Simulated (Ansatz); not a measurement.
# Σ5 (210) boundary in fcc Ni with C (interstitial): structure and resistance

Wanted: what the Σ5 (210) boundary in fcc Ni with C (interstitial) costs an interconnect.

Program: Ansatz 0.2.0. Level of theory: Ansatz plane-wave DFT, PBE, PAW files, collinear spin; relaxation of a bicrystal slab with its lowest layers held; PAW set soft_1, in the first sound run; inputs show where later runs differ. Results are calculated unless marked as measured.

## Step 1: Starting point

The cell holds 24 atoms: 23 Ni and 1 C. Its edges and angles: a = 4.316 Å, b = 3.524 Å, c = 29.124 Å, α = 90.0°, β = 90.0°, γ = 65.9°. It derives from Ni. built on the (2 1 0) plane; 2 overlapping atoms removed and the grains opened by 0 Å. Vacuum lies along c.

## Step 2: Relaxing the bicrystal

The boundary is built by mirroring the lower grain in the boundary plane and removing any atoms that overlap; then the C is put in at the boundary. A thin bicrystal slab is relaxed first, with the lowest layers held and the upper grain free to shift and open.

input.yaml reads:

```yaml
crystal:
  lattice:
    - [4.3160009268, 0.0, 0.0]
    - [1.4386669756, 3.2169571544, 0.0]
    - [0.0, 0.0, 29.1237781719]
  atoms:
    - { symbol: Ni, position: [0.0, 0.9999999999, 0.171681022], spin: 1.0 }
    - { symbol: Ni, position: [0.6, 0.6999999999, 0.1987376199], spin: 1.0 }
    - { symbol: Ni, position: [0.2, 0.4, 0.2257942178], spin: 1.0 }
    - { symbol: Ni, position: [0.8, 0.1, 0.2528508157], spin: 1.0 }
    - { symbol: Ni, position: [0.4, 0.8, 0.2799074136], spin: 1.0 }
    - { symbol: Ni, position: [0.0, 0.5, 0.3069640115], spin: 1.0 }
    - { symbol: Ni, position: [0.6, 0.2, 0.3340206094], spin: 1.0 }
    - { symbol: Ni, position: [0.2, 0.9, 0.3610772073], spin: 1.0 }
    - { symbol: Ni, position: [0.8, 0.6, 0.3881338052], spin: 1.0 }
    - { symbol: Ni, position: [0.4, 0.3, 0.4151904031], spin: 1.0 }
    - { symbol: Ni, position: [0.0, 0.0, 0.442247001], spin: 1.0 }
    - { symbol: C, position: [0.5, 0.75, 0.442247001] }
    - { symbol: Ni, position: [0.8, 0.6, 0.4963601968], spin: 1.0 }
    - { symbol: Ni, position: [0.2, 0.9, 0.5234167947], spin: 1.0 }
    - { symbol: Ni, position: [0.6, 0.2, 0.5504733926], spin: 1.0 }
    - { symbol: Ni, position: [0.0, 0.5, 0.5775299905], spin: 1.0 }
    - { symbol: Ni, position: [0.4, 0.8, 0.6045865883], spin: 1.0 }
    - { symbol: Ni, position: [0.8, 0.1, 0.6316431862], spin: 1.0 }
    - { symbol: Ni, position: [0.2, 0.4, 0.6586997841], spin: 1.0 }
    - { symbol: Ni, position: [0.6, 0.6999999999, 0.685756382], spin: 1.0 }
    - { symbol: Ni, position: [0.0, 0.9999999999, 0.7128129799], spin: 1.0 }
    - { symbol: Ni, position: [0.4, 0.2999999999, 0.7398695778], spin: 1.0 }
    - { symbol: Ni, position: [0.8, 0.5999999999, 0.7669261757], spin: 1.0 }
    - { symbol: Ni, position: [0.2, 0.8999999999, 0.7939827736], spin: 1.0 }
magnetization:
  spin_polarized: true
kpoints:
  mp_grid: { grid: [7, 7, 1] }
hamiltonian:
  xc: pbe
  pseudopotentials: { kind: paw, azcp: { folder: soft_1 } }
scf:
  occupations: { method: fermi_dirac, width: 0.1 }
relax:
  f_tol: 0.03
  max_steps: 80
  constraints: [{ sites: [0, 1, 2, 3] }]
```

Started as:

```sh
$ ansatz run input.yaml --threads 4 --pin off --max-ram 15360MiB --backend cpu --events-out ev --progress --plain --runs-dir out
```

Numbers of over 12 decimals in the logs are rounded to 6 here.

What it wrote:

```text
Engine: ansatz 0.2.0, aarch64-unknown-linux-gnu
Pseudopotentials: kind: paw
Pseudopotential: Ni, paw, valence charge 18, recommended cutoff 420 eV (normal), soft_1/Ni.paw.azcp
Pseudopotential: C, paw, valence charge 4, recommended cutoff 420 eV (normal), soft_1/C.paw.azcp
Functional definition: PBE
  parameter kappa = 0.804
  parameter beta = 0.066725
  exchange = pbe_x(kappa = kappa, mu = beta*pi^2/3)
  correlation = pbe_c(beta = beta)
Crystal: 24 atoms, lattice volume = 404.366 Å³
Basis set: ecut = 420 eV, 7829 PW (Γ), exchange–correlation on 60×48×400 points (8 copies of the dense FFT grid, shifted against one another)
Bands: 265, of which v1, the nominal top of the filled ones, is band 209 counted from 1 (208 counted from 0)
Symmetry: 2 space group operations
Space group: Cm (ITA 8), of the structure as read, at distance tolerance 7.4e-5 Å
Magnetic group: BNS 8.32 (UNI 39), of the structure as read, at distance tolerance 7.4e-5 Å
k-points: 16 of 49 (time reversal used)
Non-local potential: Ni, projectors of the file, l = 0: 3, l = 1: 2, l = 2: 3, l = 3: 1
Non-local potential: C, projectors of the file, l = 0: 2, l = 1: 2, l = 2: 1
PAW form: soft (Blöchl's): semilocal exchange-correlation on the pseudo side does not see the compensation charge
PAW one-centre angular grid: Ni, 590 points (default); XC on 64 Gauss nodes
PAW one-centre angular grid: C, 110 points (default); XC on 64 Gauss nodes
Initial density: superposition of atomic densities (neutral atoms: chi_scale 0, normalization atom)
Starting moments: Σ|m| = 23 μB on 23 of 24 sites
Initial wavefunctions: pseudopotential atomic-orbital guess
Functional: x = pbe(κ = 0.804, μ = 0.219515), c = pbe(β = 0.066725)
SCF iter   1: F=—  HF=-134542.389857 eV  |F-HF|=—  |Δ(HF+E_count)|=         —  Δρ=3.75e-2 (↑2.79e-2 ↓3.75e-2)  dr2=3.22e1  dr2_m=5.20e-1  M=20.537 μB ∫|m|=21.718 μB  β_m=0.30  ethr=3.10e-3  ⟨swp⟩=6.6  Hψ=33362  notcnv=0  defer=596
Mixer restart at iter 1: flushing history
preconditioner: auto → LDOS  [metal: Δε(μ)=0.005 eV  Ē_g=8.135 eV  σ=0.100 eV  W_gap=0.01  n_scr=134 (ndim 8)  ℏωp=28.2 eV  f_vac=0.313  D(μ)=41.33/eV (n_scr^D=536)]
spin=Collinear: LDOS preconditioning applied to the charge; magnetization (m = ρ↑ − ρ↓) channel mixes plain (no charge-response kernel on spin).
SCF iter   2: F=—  HF=-134542.976721 eV  |F-HF|=—  |Δ(HF+E_count)|=   5.87e-1  Δρ=1.65e-2 (↑1.65e-2 ↓1.48e-2)  dr2=7.85e0  dr2_m=2.43e-1  M=19.349 μB ∫|m|=20.893 μB  β_m=0.32  ethr=3.10e-3  ⟨swp⟩=2.0  Hψ=13302  notcnv=0  defer=976
SCF iter   3: F=—  HF=-134550.253755 eV  |F-HF|=—  |Δ(HF+E_count)|=    7.28e0  Δρ=1.18e-2 (↑1.10e-2 ↓1.18e-2)  dr2=2.83e0  dr2_m=2.51e-1  M=18.399 μB ∫|m|=20.191 μB  β_m=0.46  ethr=1.88e-3  ⟨swp⟩=2.3  Hψ=10691  notcnv=0  defer=979
SCF iter   4: F=—  HF=-134557.184007 eV  |F-HF|=—  |Δ(HF+E_count)|=    6.93e0  Δρ=1.21e-2 (↑1.05e-2 ↓1.21e-2)  dr2=3.43e-1  dr2_m=4.39e-1  M=16.464 μB ∫|m|=18.727 μB  β_m=0.73  ethr=6.77e-4  ⟨swp⟩=2.8  Hψ=13626  notcnv=0  defer=993
SCF iter   5: F=—  HF=-134558.950857 eV  |F-HF|=—  |Δ(HF+E_count)|=    1.77e0  Δρ=1.88e-2 (↑4.95e-3 ↓1.88e-2)  dr2=1.16e0  dr2_m=3.12e-1  M=14.742 μB ∫|m|=17.082 μB  β_m=0.55  ethr=8.22e-5  ⟨swp⟩=2.0  Hψ=15174  notcnv=0  defer=1000
SCF iter   6: F=—  HF=-134559.026569 eV  |F-HF|=—  |Δ(HF+E_count)|=   7.57e-2  Δρ=8.02e-3 (↑6.54e-3 ↓8.02e-3)  dr2=3.05e-1  dr2_m=1.39e-1  M=13.971 μB ∫|m|=16.238 μB  β_m=0.85  ethr=8.22e-5  ⟨swp⟩=2.1  Hψ=15976  notcnv=0  defer=1006
SCF iter   7: F=—  HF=-134559.184356 eV  |F-HF|=—  |Δ(HF+E_count)|=         —  Δρ=9.96e-3 (↑9.96e-3 ↓8.90e-3)  dr2=8.54e-1  dr2_m=9.56e-2  M=12.897 μB ∫|m|=14.914 μB  β_m=0.85  ethr=7.30e-5  ⟨swp⟩=2.4  Hψ=16959  notcnv=0  defer=1038
SCF iter   8: F=—  HF=-134559.307004 eV  |F-HF|=—  |Δ(HF+E_count)|=   1.23e-1  Δρ=9.90e-3 (↑9.90e-3 ↓9.70e-3)  dr2=1.56e0  dr2_m=4.29e-2  M=12.630 μB ∫|m|=14.468 μB  β_m=0.62  ethr=7.30e-5  ⟨swp⟩=2.8  Hψ=16372  notcnv=0  defer=1038
SCF iter   9: F=—  HF=-134559.037309 eV  |F-HF|=—  |Δ(HF+E_count)|=   2.70e-1  Δρ=2.56e-3 (↑1.25e-3 ↓2.56e-3)  dr2=2.55e-2  dr2_m=7.07e-3  M=12.728 μB ∫|m|=14.599 μB  β_m=0.65  ethr=7.30e-5  ⟨swp⟩=2.1  Hψ=16880  notcnv=0  defer=1031
SCF iter  10: F=—  HF=-134559.050250 eV  |F-HF|=—  |Δ(HF+E_count)|=   1.29e-2  Δρ=2.66e-3 (↑1.27e-3 ↓2.66e-3)  dr2=1.47e-2  dr2_m=1.03e-2  M=12.822 μB ∫|m|=14.687 μB  β_m=0.70  ethr=6.11e-6  ⟨swp⟩=3.0  Hψ=17696  notcnv=0  defer=1032
SCF iter  11: F=—  HF=-134559.048869 eV  |F-HF|=—  |Δ(HF+E_count)|=   1.38e-3  Δρ=1.17e-3 (↑9.33e-4 ↓1.17e-3)  dr2=1.21e-2  dr2_m=6.03e-4  M=12.800 μB ∫|m|=14.640 μB  β_m=0.64  ethr=3.51e-6  ⟨swp⟩=2.1  Hψ=15267  notcnv=0  defer=1033
SCF iter  12: F=—  HF=-134559.047163 eV  |F-HF|=—  |Δ(HF+E_count)|=   1.71e-3  Δρ=6.23e-4 (↑4.80e-4 ↓6.23e-4)  dr2=2.76e-3  dr2_m=1.67e-4  M=12.795 μB ∫|m|=14.629 μB  β_m=0.46  ethr=2.90e-6  ⟨swp⟩=1.8  Hψ=9401  notcnv=0  defer=1033
SCF iter  13: F=—  HF=-134559.046488 eV  |F-HF|=—  |Δ(HF+E_count)|=   6.75e-4  Δρ=1.07e-4 (↑8.62e-5 ↓1.07e-4)  dr2=5.56e-5  dr2_m=1.40e-5  M=12.790 μB ∫|m|=14.616 μB  β_m=0.55  ethr=6.60e-7  ⟨swp⟩=2.1  Hψ=12182  notcnv=0  defer=1033
SCF iter  14: F=—  HF=-134559.046493 eV  |F-HF|=—  |Δ(HF+E_count)|=   5.47e-6  Δρ=5.56e-5 (↑5.47e-5 ↓5.56e-5)  dr2=2.98e-5  dr2_m=1.50e-6  M=12.787 μB ∫|m|=14.613 μB  β_m=0.49  ethr=1.33e-8  ⟨swp⟩=2.8  Hψ=16233  notcnv=0  defer=1033
SCF iter  15: F=—  HF=-134559.046500 eV  |F-HF|=—  |Δ(HF+E_count)|=   6.75e-6  Δρ=2.36e-5 (↑2.36e-5 ↓1.26e-5)  dr2=2.11e-6  dr2_m=7.10e-7  M=12.786 μB ∫|m|=14.613 μB  β_m=0.52  ethr=7.14e-9  ⟨swp⟩=2.1  Hψ=12930  notcnv=0  defer=1033
SCF iter  16: F=-134559.046495 eV  HF=-134559.046503 eV  |F-HF|=7.27e-6  |Δ(HF+E_count)|=   2.59e-6  Δρ=2.65e-5 (↑1.46e-5 ↓2.65e-5)  dr2=8.03e-6  dr2_m=3.04e-7  M=12.785 μB ∫|m|=14.612 μB  ethr=5.04e-10  ⟨swp⟩=1.4  Hψ=26830  notcnv=0
SCF 1 converged in 16 iterations: F = -134559.046495 eV  dr2 = 8.03e-6
  greatest PAW one-centre occupation: 1.001 electrons in one spin orbital (limit 2), on the Ni atom at site 0 (counted from 0), in its partial waves of l = 1
relax step   1: F+E_penalty+E_count = -134559.04649535 eV  Δ(F+E_penalty+E_count) = +0.000e0 eV  max|allowed force component| = 9.936e-1 eV/Å  Δτ_max = 0.0000 Å  (16 SCF iters, dr2 threshold 2.25e-5 eV, accepted)
Initial density: handed on by an earlier stage of this run
Starting moments: Σ|m| = 23 μB on 23 of 24 sites; this step starts from the density that it was given
Initial wavefunctions: those handed on with the density
iter 1 solved again at ethr=1.31e-4 eV; its pass at ethr=3.10e-3 eV (dr2=5.47e-1 eV) is discarded
[...]
spin=Collinear: LDOS preconditioning applied to the charge; magnetization (m = ρ↑ − ρ↓) channel mixes plain (no charge-response kernel on spin).
SCF iter   2: F=—  HF=-134559.427909 eV  |F-HF|=—  |Δ(HF+E_count)|=   2.46e-4  Δρ=2.91e-4 (↑2.91e-4 ↓2.63e-4)  dr2=1.27e-3  dr2_m=1.92e-4  M=12.365 μB ∫|m|=14.120 μB  β_m=0.49  ethr=3.25e-7  ⟨swp⟩=2.5  Hψ=15968  notcnv=0  defer=1042
SCF iter   3: F=—  HF=-134559.427897 eV  |F-HF|=—  |Δ(HF+E_count)|=   1.23e-5  Δρ=2.47e-4 (↑2.47e-4 ↓1.71e-4)  dr2=3.54e-4  dr2_m=1.06e-4  M=12.366 μB ∫|m|=14.121 μB  β_m=0.47  ethr=3.04e-7  ⟨swp⟩=2.0  Hψ=12133  notcnv=0  defer=1040
SCF iter   4: F=—  HF=-134559.427872 eV  |F-HF|=—  |Δ(HF+E_count)|=   2.44e-5  Δρ=8.22e-5 (↑8.22e-5 ↓7.78e-5)  dr2=5.86e-5  dr2_m=1.87e-5  M=12.367 μB ∫|m|=14.121 μB  β_m=0.47  ethr=8.48e-8  ⟨swp⟩=2.0  Hψ=11958  notcnv=0  defer=1040
SCF iter   5: F=—  HF=-134559.427874 eV  |F-HF|=—  |Δ(HF+E_count)|=   1.80e-6  Δρ=3.76e-5 (↑3.76e-5 ↓3.76e-5)  dr2=1.09e-5  dr2_m=4.37e-6  M=12.367 μB ∫|m|=14.122 μB  β_m=0.53  ethr=1.40e-8  ⟨swp⟩=2.0  Hψ=11907  notcnv=0  defer=1040
SCF iter   6: F=—  HF=-134559.427875 eV  |F-HF|=—  |Δ(HF+E_count)|=   1.50e-6  Δρ=3.04e-5 (↑3.04e-5 ↓2.31e-5)  dr2=6.06e-6  dr2_m=1.92e-6  M=12.367 μB ∫|m|=14.122 μB  β_m=0.53  ethr=2.61e-9  ⟨swp⟩=2.1  Hψ=12451  notcnv=0  defer=1040
SCF iter   7: F=—  HF=-134559.427875 eV  |F-HF|=—  |Δ(HF+E_count)|=   4.36e-7  Δρ=1.66e-5 (↑1.07e-5 ↓1.66e-5)  dr2=2.07e-6  dr2_m=4.11e-7  M=12.367 μB ∫|m|=14.123 μB  β_m=0.51  ethr=1.45e-9  ⟨swp⟩=2.0  Hψ=11982  notcnv=0  defer=1039
SCF iter   8: F=—  HF=-134559.427875 eV  |F-HF|=—  |Δ(HF+E_count)|=   2.09e-7  Δρ=8.39e-6 (↑8.39e-6 ↓4.14e-6)  dr2=1.53e-6  dr2_m=1.10e-7  M=12.368 μB ∫|m|=14.123 μB  β_m=0.50  ethr=4.95e-10  ⟨swp⟩=2.0  Hψ=12144  notcnv=0  defer=1039
SCF iter   9: F=—  HF=-134559.427875 eV  |F-HF|=—  |Δ(HF+E_count)|=   8.52e-8  Δρ=2.79e-6 (↑2.79e-6 ↓2.21e-6)  dr2=1.55e-7  dr2_m=5.53e-9  M=12.368 μB ∫|m|=14.123 μB  β_m=0.43  ethr=3.66e-10  ⟨swp⟩=1.6  Hψ=8844  notcnv=0  defer=1040
SCF iter  10: F=—  HF=-134559.427875 eV  |F-HF|=—  |Δ(HF+E_count)|=   1.88e-8  Δρ=1.24e-6 (↑1.21e-6 ↓1.24e-6)  dr2=6.99e-9  dr2_m=4.40e-9  M=12.368 μB ∫|m|=14.123 μB  β_m=0.59  ethr=3.70e-11  ⟨swp⟩=2.0  Hψ=11963  notcnv=0  defer=1040
SCF iter  11: F=—  HF=-134559.427875 eV  |F-HF|=—  |Δ(HF+E_count)|=  3.78e-10  Δρ=4.80e-6 (↑1.34e-6 ↓4.80e-6)  dr2=9.86e-7  dr2_m=1.19e-8  M=12.368 μB ∫|m|=14.123 μB  β_m=0.70  ethr=1.67e-12  ⟨swp⟩=2.2  Hψ=15737  notcnv=0  defer=1040
SCF iter  12: F=-134559.427875 eV  HF=-134559.427875 eV  |F-HF|=4.29e-8  |Δ(HF+E_count)|=    0.00e0  Δρ=1.32e-6 (↑6.57e-7 ↓1.32e-6)  dr2=4.48e-8  dr2_m=9.12e-10  M=12.368 μB ∫|m|=14.123 μB  ethr=1.67e-12  ⟨swp⟩=1.9  Hψ=25191  notcnv=0
SCF 11 converged in 12 iterations: F = -134559.427875 eV  dr2 = 4.48e-8
relax step  11: F+E_penalty+E_count = -134559.42787457 eV  Δ(F+E_penalty+E_count) = -6.202e-4 eV  max|allowed force component| = 5.011e-3 eV/Å  Δτ_max = 0.0079 Å  (12 SCF iters, accepted)
SCF converged after 12 iterations
Magnetization: 12.3677 μB (215.1839 up, 202.8161 down)
Absolute magnetization: 14.1425 μB (∫|ρ↑−ρ↓|, with the PAW one-centre terms)
Spin contamination: 0.2316 ħ² per cell (⟨S²⟩ above its minimum at these occupations)
Per-site moments (μB) at R_I (Å): [(0.824576, 1.027886), (0.737124, 1.022888), (0.672036, 1.023525), (0.672393, 1.024161), (0.676866, 1.006731), (0.652944, 1.010625), (0.615655, 1.017474), (0.557580, 0.986815), (0.267367, 0.819879), (0.036370, 0.800688), (0.179175, 0.777621), (-0.014551, 0.768500), (0.210841, 0.768500), (0.365072, 0.853851), (0.561757, 1.010770), (0.580986, 1.022460), (0.617114, 1.018165), (0.647818, 1.015585), (0.679898, 1.022180), (0.666745, 1.022064), (0.672342, 0.980807), (0.665604, 0.989744), (0.737376, 1.011916), (0.803303, 0.980807)]
Free energy (F): -134559.427875 eV
Harris-Foulkes:  -134559.427875 eV  (|F-HF|=4.29e-8)
Internal energy: -134558.173121 eV  (E = F + TS)
E sigma→0 (E₀):  -134558.800498 eV
Entropy (-TS):   -1.254753 eV (-52.281 meV/atom)
Fermi energy:    9.699654 eV
--- Per-component energies (eV) ---
  E_band       = -10005.878646
  E_kinetic    = 7883.353721
  E_local      = -773654.213059  (includes V_loc(G=0)·N_el)
  E_nonlocal   = -2667.329135
  E_hartree    = 387811.324763
  E_xc         = -2633.900400
  E_vxc        = -3394.968641  (∫ρ·V_xc dr)
  E_paw        = -38210.686995  (= ΣΔE_a)
  E_vpaw       = -13795.350944  (= ΣTr[D̂ρ^β])
  E_aug_tail   = 0.021871  (compensation charges beyond the density's cutoff)
  E_ewald      = 286913.256114
  E_smearing   = -1.254753  (= −TS)
  E_closure    = -0.000000  (closes the sum)
  Σ components = -134559.427875   (vs F -134559.427875, Δ=0.00e0)
--- Forces (eV/Å), atoms counted from 1 ---
  atom   1  Ni    -0.04011439     0.01793970     0.81339787
  atom   2  Ni     0.05985602    -0.02676843    -0.03041081
  atom   3  Ni     0.00949626    -0.00424686    -0.53183372
  atom   4  Ni    -0.03497248     0.01564017    -0.25380162
  atom   5  Ni     0.00027161    -0.00012147     0.00103569
  atom   6  Ni    -0.00196838     0.00088029    -0.00020271
  atom   7  Ni     0.00120913    -0.00054074     0.00165106
  atom   8  Ni    -0.00009507     0.00004252    -0.00391764
  atom   9  Ni     0.00011494    -0.00005140     0.00176269
  atom  10  Ni    -0.00208825     0.00093389    -0.00066038
  atom  11  Ni    -0.00185466     0.00082943     0.00166859
  atom  12  C     -0.00009934     0.00004443    -0.00501114
  atom  13  Ni     0.00367867    -0.00164515     0.00088914
  atom  14  Ni     0.00344072    -0.00153874     0.00251016
  atom  15  Ni    -0.00130955     0.00058565     0.00166699
  atom  16  Ni    -0.00001349     0.00000603    -0.00175734
  atom  17  Ni     0.00022506    -0.00010065     0.00029360
  atom  18  Ni     0.00098476    -0.00044040     0.00013359
  atom  19  Ni     0.00002716    -0.00001215     0.00080485
  atom  20  Ni     0.00066385    -0.00029688    -0.00011626
  atom  21  Ni     0.00102022    -0.00045626    -0.00045487
  atom  22  Ni    -0.00019749     0.00008832    -0.00047427
  atom  23  Ni     0.00073703    -0.00032961     0.00007405
  atom  24  Ni     0.00099461    -0.00044480     0.00273782
  max |Σ_I F_I| component: 1.47e-5 eV/Å
--- Relaxed structure (11 steps of the walk, 11 accepted, 0 SCFs on fresh bases) ---
  F+E_penalty+E_count = -134559.42787457 eV   max|allowed force component| = 5.011e-3 eV/Å
  atoms:
    - { symbol: Ni, position: [0.0, 1.000000, 0.171681] }
    - { symbol: Ni, position: [0.600000, 0.700000, 0.198738] }
    - { symbol: Ni, position: [0.200000, 0.4, 0.225794] }
    - { symbol: Ni, position: [0.800000, 0.100000, 0.252851] }
    - { symbol: Ni, position: [0.398792, 0.800604, 0.279414] }
    - { symbol: Ni, position: [-0.00276042, 0.501380, 0.306889] }
    - { symbol: Ni, position: [0.598969, 0.200516, 0.333901] }
    - { symbol: Ni, position: [0.197642, 0.901179, 0.358672] }
    - { symbol: Ni, position: [0.791172, 0.604414, 0.389651] }
    - { symbol: Ni, position: [0.421847, 0.289076, 0.420747] }
    - { symbol: Ni, position: [0.033760, -0.016880, 0.437765] }
    - { symbol: C, position: [0.508198, 0.745901, 0.446149] }
    - { symbol: Ni, position: [0.873839, 0.563081, 0.486711] }
    - { symbol: Ni, position: [0.301113, 0.849443, 0.511469] }
    - { symbol: Ni, position: [0.703268, 0.148366, 0.540433] }
    - { symbol: Ni, position: [0.102650, 0.448675, 0.566202] }
    - { symbol: Ni, position: [0.500892, 0.749554, 0.593092] }
    - { symbol: Ni, position: [0.904026, 0.047987, 0.620488] }
    - { symbol: Ni, position: [0.303582, 0.348209, 0.647522] }
    - { symbol: Ni, position: [0.699995, 0.650003, 0.674042] }
    - { symbol: Ni, position: [0.100907, 0.949546, 0.701082] }
    - { symbol: Ni, position: [0.508911, 0.245544, 0.729681] }
    - { symbol: Ni, position: [0.905238, 0.547381, 0.754459] }
    - { symbol: Ni, position: [0.301731, 0.849134, 0.778070] }
```

Wall time 43 min (4 threads of Arm Neoverse V1, shared host); peak memory 3.7 GiB; 2.7 h of CPU time.

Step by step:

```
step  energy less that of the first step (eV)  largest force component (eV/Å)
   1                                   0.0000                          0.9936
   2                                  -0.1708                          0.8102
   3                                  -0.3358                          0.2848
   4                                  -0.3439                          0.1730
   5                                  -0.3475                          0.0526
   6                                  -0.3495                          0.0304
   7                                  -0.3634                          0.1214
   8                                  -0.3743                          0.1092
   9                                  -0.3791                          0.1051
  10                                  -0.3808                          0.0540
  11                                  -0.3814                          0.0050
```

Forces are held to the 2 operations that the run works with; a distortion that breaks them can't arise in this run.

The atoms that moved most (Å):

```csv
atom,dx,dy,dz,length
Ni24,0.366,-0.164,-0.463,0.613
Ni23,0.379,-0.169,-0.363,0.551
Ni14,0.364,-0.163,-0.348,0.529
Ni21,0.363,-0.162,-0.342,0.524
Ni18,0.374,-0.167,-0.325,0.523
Ni19,0.373,-0.167,-0.326,0.522
Ni16,0.369,-0.165,-0.330,0.522
Ni22,0.392,-0.175,-0.297,0.522
```

Numbers from this step:

```
free energy             : -134559.4279 eV
energy at zero smearing : -134558.8005 eV
Fermi energy            : 9.700 eV
magnetization           : 12.37 μB
absolute magnetization  : 14.14 μB
```

The largest force component on a free atom ends at 0.0050 eV/Å, under the tolerance of 0.03, after 11 steps.

(Continued in part 2 of 2.)

[Logs are printed without paths, hosts, clocks, repeated set-up lines and the standing remarks that a program may print on its own settings, such as how far it seeks lower states.]

[Hosts, paths, dates, database ids (printed as entryN), source tags and the programs' standing remarks are cut or masked in the printed files.]
